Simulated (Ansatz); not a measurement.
Consider the formal exchange of groups at a C–C bond: `C=CCCCCCCCC` + `CCCC#N` → `CCCCCCCCCC#N` + `C=CCC`.

Program: Ansatz. Geometries: PBE0-D4/def2-TZVP. ΔE: electronic, gas phase. CBS: MP2 limit from def2 TZ/QZ plus the TZ coupled-cluster correction, frozen cores. One conformer a species, not always the lowest.

```csv
species,CCSD/CBS(def2) energy (Eh)
`C=CCCCCCCCC`,-392.49052
`CCCC#N`,-211.07718
`CCCCCCCCCC#N`,-446.58927
`C=CCC`,-156.97692
```

(1) Work out ΔE.

Largest T1 diagnostic among the species: 0.011.

## Answers

(1) ΔE = (-446.58927) + (-156.97692) − (-392.49052) − (-211.07718) = 0.00151 Eh = +0.04 eV. CCSD(T)/CBS gives +0.04 eV.
